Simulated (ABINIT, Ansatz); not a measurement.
# GaN (P6_3mc): one start, several treatments of the self-energy

Aim: compare treatments of exchange, screening and correlation for the gap of GaN (P6_3mc).

Main program and level: ABINIT 10.8.3; PBE and many-body steps on it, plane waves.

The database entry behind the starting cell has ideal inner coordinates that were not refined, so it need not match the best structure at ambient conditions.

### 1. Starting point

The structure is hexagonal, space group P6_3mc (No. 186). Conventional cell: a = 3.190 Å, b = 3.190 Å, c = 5.189 Å, α = 90.00°, β = 90.00°, γ = 120.00°. Nearest to Ga lie 4 N at 1.95 Å. Nearest to N lie 4 Ga at 1.95 Å. Farther neighbours and most contacts between anions are not listed.

The cell and positions come from the Crystallography Open Database and are kept as given unless a step says otherwise.

### 2. Empty states on the mesh, 6×6×4 mesh, 444 bands

This step: ABINIT 10.8.3; DFT, PBE, plane waves, norm-conserving pseudopotentials.

The sums over transitions need many empty states on a uniform mesh; this step solves for them.

The input, run.abi:

```
acell 3*1.0 Angstrom
rprim 
  3.190000000016 -0.000000000004 0.000000000000
  -1.595000000005 2.762621038088 0.000000000000
  0.000000000000 0.000000000000 5.189000000000
ntypat 2
znucl 31 7
natom 4
typat 1 1 2 2
xred 
  0.666666666667 0.333333333333 0.000000000000
  0.333333333333 0.666666666667 0.500000000000
  0.666666666667 0.333333333333 0.375000000000
  0.333333333333 0.666666666667 0.875000000000
pp_dirpath "pseudos"
pseudos "Ga.upf, N.upf"
ecut 45
ngkpt 6 6 4
nshiftk 1
shiftk 0 0 0
kptopt 1
chksymbreak 0
irdden 1
istwfk *1
nband 444
prtvol 0
optdriver 6
gwr_task "HDIAGO"
paral_kgb 0
occopt 1
indata_prefix "in"
outdata_prefix "out"
tmpdata_prefix "tmp"
```

Started as:

```sh
$ OMP_NUM_THREADS=1 mpirun -n 16 abinit run.abi > log
```

The program printed:

```text
.Version 10.8.3 of ABINIT. v10.8.2 released Aug 2026.

 Symmetries : space group P6_3 m c (#186); Bravais hP (primitive hexag.)
[... echo of the input left out ...]
== DATASET  1 ==================================================================
-   mpi_nproc: 16, omp_nthreads: 1 (-1 if OMP is not activated)

--- !DatasetInfo
iteration_state: {dtset: 1, }
dimensions: {natom: 4, nkpt: 21, mband: 444, nsppol: 1, nspinor: 1, nspden: 1, mpw: 4506, }
cutoff_energies: {ecut:  45.0, pawecutdg:  -1.0, }
[...]
Direct band gap semiconductor
 Fundamental gap:     1.919 (eV)
   VBM:     6.903 (eV) at k: [ 0.0000E+00,  0.0000E+00,  0.0000E+00]
   CBM:     8.822 (eV) at k: [ 0.0000E+00,  0.0000E+00,  0.0000E+00]
 Direct gap:         1.919 (eV) at k: [ 0.0000E+00,  0.0000E+00,  0.0000E+00]

== END DATASET(S) ==============================================================
================================================================================

 -outvars: echo values of variables after computation  --------
           etotal      0.0000000000E+00
            nband         444
             nkpt          21
          spgroup         186
 [... the other variables as echoed above ...]

 Calculation completed.
```

Wall time 2.3 min (16 MPI ranks of Arm Neoverse V1, shared host); peak memory 18 GiB; 37 min of CPU time.

Numbers from this step:

| Property | Result |
| --- | --- |
| gap | 1.919 eV |
| k of the valence top | 0, 0, 0 |
| k of the conduction bottom | 0, 0, 0 |
| least direct gap | 1.919 eV |
| k points computed | 21 |
| lowest point of the top converged band, above the valence top | 235.2364 eV |

On this mesh the gap is 1.919 eV.

The density comes from a self-consistent run that is not shown.

### 3. Screening, 6×6×4 mesh, 193 bands, screening to 212.2 eV

The RPA dielectric matrix is built and inverted for each q.

This step: RPA screening on PBE, plane waves, norm-conserving pseudopotentials.

run.abi, as its differences from that of step 2:

```diff
@@ -22,10 +22,11 @@
 chksymbreak 0
-irdden 1
 istwfk *1
-nband 444
-prtvol 0
-optdriver 6
-gwr_task "HDIAGO"
-paral_kgb 0
 occopt 1
+irdwfk 1
+optdriver 3
+nband 193
+ecuteps 7.8
+inclvkb 2
+awtr 1
+symchi 1
 indata_prefix "in"
```

The program printed:

```text
.Version 10.8.3 of ABINIT. v10.8.2 released Aug 2026.

 Symmetries : space group P6_3 m c (#186); Bravais hP (primitive hexag.)
[... echo of the input left out ...]
== DATASET  1 ==================================================================
-   mpi_nproc: 16, omp_nthreads: 1 (-1 if OMP is not activated)

--- !DatasetInfo
iteration_state: {dtset: 1, }
dimensions: {natom: 4, nkpt: 21, mband: 193, nsppol: 1, nspinor: 1, nspden: 1, mpw: 4506, }
cutoff_energies: {ecut:  45.0, pawecutdg:  -1.0, }
electrons: {nelect:   5.20000000E+01, charge:   0.00000000E+00, occopt:   1.00000000E+00, tsmear:   1.00000000E-02, }

 SCREENING: Calculation of the susceptibility and dielectric matrices

 Based on a program developped by R.W. Godby, V. Olevano, G. Onida, and L. Reining.
 Incorporated in ABINIT by V. Olevano, G.-M. Rignanese, and M. Torrent.
.Using double precision arithmetic ; gwpc =  8

[... cell and pseudopotentials left out ...]
--------------------------------------------------------------------------------

 ==== K-mesh for the wavefunctions ====
 Number of points in the irreducible wedge :    21
[... list of points left out ...]
 Together with 12 symmetry operations and time-reversal symmetry
 yields   144 points in the full Brillouin Zone.

 ==== Q-mesh for the screening function ====
 Number of points in the irreducible wedge :    21
[... list of points left out ...]
 Together with 12 symmetry operations and time-reversal symmetry
 yields   144 points in the full Brillouin Zone.

 setmesh: FFT mesh size selected  =    30x   30x   48
          total number of points  =        43200

 vcoul_init : cutoff-mode = AUXILIARY_FUNCTION
 q-points for optical limit:   1
     1)      0.000010    0.000020    0.000030

- screening: taking advantage of time-reversal symmetry
- Maximum band index for partially occupied states nbvw = 26
- Remaining bands to be divided among processors   nbcw = 167
- Number of bands treated by each node ~10

 Number of electrons calculated from density =   52.0000; Expected =   52.0000
 average of density, n =  0.168504
 r_s =    1.1231
 omega_plasma =   39.5969 [eV]

 calculating chi0 at frequencies [eV] :
  1    0.000000E+00    0.000000E+00
  2    0.000000E+00    3.959690E+01

--------------------------------------------------------------------------------
  q-point number  1        q = ( 0.000000, 0.000000, 0.000000) [r.l.u.]
--------------------------------------------------------------------------------
[... chi0 elements left out ...]
 For q-point:  0.000010 0.000020 0.000030
  dielectric constant =   5.8650
  dielectric constant without local fields =   6.3130

  Average fulfillment of the sum rule on Im[epsilon] for q-point    1 :     53.66  [%]
[... wings left out ...]
  q-point number  2        q = ( 0.166667, 0.000000, 0.000000) [r.l.u.]
--------------------------------------------------------------------------------
[... chi0 elements left out ...]
  Average fulfillment of the sum rule on Im[epsilon] for q-point    2 :     61.17  [%]

 [... 19 further q-points ...]
```

Wall time 7.4 min (16 MPI ranks); peak memory 11 GiB; 2 h of CPU time.

This step gave:

```
ε∞ with local fields, on this mesh, along the program's q direction : 5.865
the same without local fields                                       : 6.313
plasma frequency                                                    : 39.60 eV
plane waves in the screening matrix                                 : 313
```

Local fields lower ε∞ by 7 %.

### 4. G0W0, Godby-Needs plasmon pole

The self-energy is evaluated for the states that the input lists, and the levels follow from it, in one-shot runs by the linearised quasiparticle equation.

This step: G0W0 on PBE, plane waves, norm-conserving pseudopotentials.

run.abi, as its differences from that of step 3:

```diff
@@ -25,8 +25,15 @@
 irdwfk 1
-optdriver 3
+optdriver 4
 nband 193
+gwcalctyp 0
+ecutsigx 45
+symsigma 1
+nkptgw 1
+kptgw 
+  0.0000000000 0.0000000000 0.0000000000
+bdgw 
+  25 28
 ecuteps 7.8
-inclvkb 2
-awtr 1
-symchi 1
+irdscr 1
+ppmodel 1
 indata_prefix "in"
```

The program printed:

```text
.Version 10.8.3 of ABINIT. v10.8.2 released Aug 2026.

 Symmetries : space group P6_3 m c (#186); Bravais hP (primitive hexag.)
[... echo of the input left out ...]
== DATASET  1 ==================================================================
-   mpi_nproc: 16, omp_nthreads: 1 (-1 if OMP is not activated)

--- !DatasetInfo
iteration_state: {dtset: 1, }
dimensions: {natom: 4, nkpt: 21, mband: 193, nsppol: 1, nspinor: 1, nspden: 1, mpw: 4506, }
cutoff_energies: {ecut:  45.0, pawecutdg:  -1.0, }
electrons: {nelect:   5.20000000E+01, charge:   0.00000000E+00, occopt:   1.00000000E+00, tsmear:   1.00000000E-02, }

 SIGMA: Calculation of the GW corrections

 Based on a program developped by R.W. Godby, V. Olevano, G. Onida, and L. Reining.
 Incorporated in ABINIT by V. Olevano, G.-M. Rignanese, and M. Torrent.
.Using double precision arithmetic ; gwpc =  8

[... cell and pseudopotentials left out ...]
--------------------------------------------------------------------------------

 ==== K-mesh for the wavefunctions ====
 Number of points in the irreducible wedge :    21
[... list of points left out ...]
 Together with 12 symmetry operations and time-reversal symmetry
 yields   144 points in the full Brillouin Zone.

 ==== Q-mesh for screening function ====
 Number of points in the irreducible wedge :    21
[... list of points left out ...]
 Together with 12 symmetry operations and time-reversal symmetry
 yields   144 points in the full Brillouin Zone.

 vcoul_init : cutoff-mode = AUXILIARY_FUNCTION
 q-points for optical limit:   1
     1)      0.000010    0.000020    0.000030
 setmesh: FFT mesh size selected  =    32x   32x   60
          total number of points  =        61440

 Number of electrons calculated from density =   52.0000; Expected =   52.0000
 average of density, n =  0.168504
 r_s =    1.1231
 omega_plasma =   39.5969 [eV]

 === KS Band Gaps ===
  >>>> For spin  1
   Minimum direct gap =   1.9190 [eV], located at k-point      :   0.0000  0.0000  0.0000
   Fundamental gap    =   1.9190 [eV], Top of valence bands at :   0.0000  0.0000  0.0000
                                       Bottom of conduction at :   0.0000  0.0000  0.0000
 SIGMA fundamental parameters:
 PLASMON POLE MODEL  1
 number of plane-waves for SigmaX                 4427
 number of plane-waves for SigmaC and W            313
 number of plane-waves for wavefunctions          4427
 number of bands                                   193
 number of independent spin polarizations            1
 number of spinorial components                      1
 number of k-points in IBZ                          21
 number of q-points in IBZ                          21
 number of symmetry operations                      12
 number of k-points in BZ                          144
 number of q-points in BZ                          144
 number of frequencies for dSigma/dE                 9
 frequency step for dSigma/dE [eV]                0.25
 number of omega for Sigma on real axis              0
 max omega for Sigma on real axis  [eV]           0.00
 zcut for avoiding poles [eV]                     0.10

 EPSILON^-1 parameters (SCR file):
 dimension of the eps^-1 matrix on file            313
 dimension of the eps^-1 matrix used               313
 number of plane-waves for wavefunctions          4427
 number of bands                                   193
 number of q-points in IBZ                          21
 number of frequencies                               2
 number of real frequencies                          1
 number of imag frequencies                          1

 matrix elements of self-energy operator (all in [eV])

 Perturbative Calculation

--- !SelfEnergy_ee
iteration_state: {dtset: 1, }
kpoint     : [   0.000,    0.000,    0.000, ]
spin       : 1
KS_gap     :    1.919
QP_gap     :    2.790
Delta_QP_KS:    0.871
data: !SigmaeeData |
     Band     E0 <VxcDFT>   SigX SigC(E0)      Z dSigC/dE  Sig(E)    E-E0       E
       25   6.903 -19.060 -22.515   2.825   0.797  -0.254 -19.562  -0.502   6.400
       26   6.903 -19.060 -22.515   2.825   0.797  -0.254 -19.562  -0.502   6.400
       27   8.822 -14.199 -10.152  -3.600   0.824  -0.213 -13.831   0.369   9.190
       28  11.172 -13.976  -9.010  -4.349   0.835  -0.198 -13.461   0.515  11.687

== END DATASET(S) ==============================================================
================================================================================

 -outvars: echo values of variables after computation  --------
           etotal      0.0000000000E+00
            nband         193
             nkpt          21
          spgroup         186
 [... the other variables as echoed above ...]

 Calculation completed.
```

Wall time 9.1 s (16 MPI ranks); peak memory 5.3 GiB.

This step gave:

```
G0W0 gap on the points computed              : 2.790 eV
starting gap on the mesh                     : 1.919 eV
k of the valence top                         : 0, 0, 0
k of the conduction bottom                   : 0, 0, 0
Z at the valence top                         : 0.797
Z at the conduction bottom                   : 0.824
least direct G0W0 gap on the computed points : 2.790 eV
```

The gap on the mesh goes from 1.92 eV to 2.79 eV, a correction of +0.87 eV.

[end of part 1 of 2]

[Paths, hosts, dates, memory and timing lines, banners, echoed tables and standing remarks are left out of the program output.]

[Logs are printed without paths, hosts, clocks, repeated set-up lines and the standing remarks that a program may print on its own settings, such as how far it seeks lower states.]

[Runs of the session that timed out or met a known fault of the program may be left out.]

[Hosts, paths, dates, database ids (printed as entryN), source tags and the programs' standing remarks are cut or masked in the printed files.]

[G0W0 gaps are taken among the corrected bands and points alone; a level outside them can change the order at an edge.]

[Where Ansatz stands beside ABINIT at settings called matched, ABINIT's density can come from a denser mesh and the files from another edition; pairs whose starting gaps differed by over 0.03 eV were left out, so agreement reads better than it is.]
